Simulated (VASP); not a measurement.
# Settings for MoSi₂: core levels, initial state

MoSi₂, I4/mmm (no. 139), 3 atoms in the cell. LDA, core levels, initial state; PAW potentials Mo_sv, Si (LDA set). VASP 6.6.1.

Wanted: core level below the reference within 0.02 eV.

POSCAR:
```
Si2Mo
1.0
   -1.6000000000      1.6000000000      3.9305000000
    1.6000000000     -1.6000000000      3.9305000000
    1.6000000000      1.6000000000     -3.9305000000
Mo Si
1 2
Direct
    0.0000000000      0.0000000000      0.0000000000
    0.6670000000      0.6670000000      0.0000000000
    0.3330000000      0.3330000000      0.0000000000
```

The series start from ENCUT (eV): 400; k mesh: 9 × 9 × 9; EDIFF (eV): 1e-7; PREC: Accurate; LREAL: no; ALGO: Normal. Each series keeps the choices made before it, and each single choice may use up half of a tolerance.

## ENCUT (eV)

| ENCUT (eV) | Core level below the reference, largest deviation (eV) | SCF iterations | Time (s) |
|---|---|---|---|
| 250 | 0.049 | 13 | 25 |
| 350 | 0.021 | 13 | 38 |
| 400 | 0.010 | 13 | 47 |
| 450 | 0.004 | 13 | 51 |
| 500 | 0.002 | 13 | 83 |
| 650 (reference) | 0.000 | 13 | 97 |

Chosen: 400, the loosest value from which every tighter one stays within half of the tolerance.

## k mesh

| k mesh | Core level below the reference, largest deviation (eV) | SCF iterations | Time (s) |
|---|---|---|---|
| 3 × 3 × 3 | 0.472 | 14 | 7.1 |
| 4 × 4 × 4 | 0.203 | 13 | 11 |
| 6 × 6 × 6 | 0.094 | 13 | 20 |
| 7 × 7 × 7 | 0.006 | 13 | 26 |
| 9 × 9 × 9 | 0.136 | 13 | 47 |
| 11 × 11 × 11 | 0.036 | 14 | 83 |
| 14 × 14 × 14 (reference) | 0.000 | 13 | 140 |

Chosen: 14 × 14 × 14; the next looser run is off by more than half of the tolerance, so convergence isn't shown beyond this value.

## EDIFF (eV)

| EDIFF (eV) | Core level below the reference, largest deviation (eV) | SCF iterations | Time (s) |
|---|---|---|---|
| 0.0001 | 0.005 | 11 | 120 |
| 1e-5 | 0.001 | 12 | 116 |
| 1e-6 | 0.000 | 13 | 129 |
| 1e-7 | 0.000 | 13 | 140 |
| 1e-8 (reference) | 0.000 | 14 | 142 |

Chosen: 0.0001.

## PREC

| PREC | Core level below the reference, largest deviation (eV) | SCF iterations | Time (s) |
|---|---|---|---|
| Accurate | 0.000 | 11 | 120 |
| Normal | 0.000 | 11 | 65 |

Chosen: Normal, the fastest of those that stay within half of the tolerance.

## LREAL

| LREAL | Core level below the reference, largest deviation (eV) | SCF iterations | Time (s) |
|---|---|---|---|
| no | 0.000 | 11 | 65 |
| Auto | 0.001 | 11 | 149 |

Chosen: no; no other choice that stays within half of the tolerance saves 30 % of the time.

## ALGO

| ALGO | Core level below the reference, largest deviation (eV) | SCF iterations | Time (s) |
|---|---|---|---|
| Normal | 0.000 | 11 | 65 |
| Fast | 0.010 | 12 | 85 |
| All | 0.007 | 14 | 66 |

Chosen: Normal.

## All choices together

| Input | Core level below the reference, largest deviation (eV) | Time (s) |
|---|---|---|
| defaults, on a 7 × 7 × 7 mesh (naive) | 0.057 | 6.4 |
| chosen settings | 0.015 | 65 |
| reference settings throughout | 0.000 | 314 |

The chosen settings stay within the tolerance of the reference run, but the reference itself isn't shown to be converged in: k mesh.

Values of the reference run: Core level below the reference: 217.6, 90.32, 90.32 eV below the Fermi level.

## The input

INCAR:
```
ALGO = Normal
EDIFF = 1E-4
ENCUT = 400
GGA = CA
ICORELEVEL = 1
ISMEAR = 0
KPAR = 2
LASPH = T
LCHARG = F
LREAL = F
LWAVE = F
NELM = 120
PREC = Normal
SIGMA = 0.02
```

KPOINTS:
```
Automatic mesh
0
Gamma
  14 14 14
  0 0 0
```

Commands:
```
cat potpaw_LDA.64/Mo_sv/POTCAR potpaw_LDA.64/Si/POTCAR > POTCAR
mpirun -np 2 vasp_std > vasp.out
```

Limits: Levels are depths of Mo 3d, Si 2p below the Fermi level, elements in the POSCAR's order.

The chosen input took VASP 6.6.1 65 s on 2 cores (AMD EPYC 7571), a shared host.

## An input that fails: cutoff far too low

It runs to its end, but against the unchanged starting input it is off by 12.549 eV in the core level below the reference.

Changes against the starting input:
```
- ENCUT = 400
+ ENCUT = 120
```
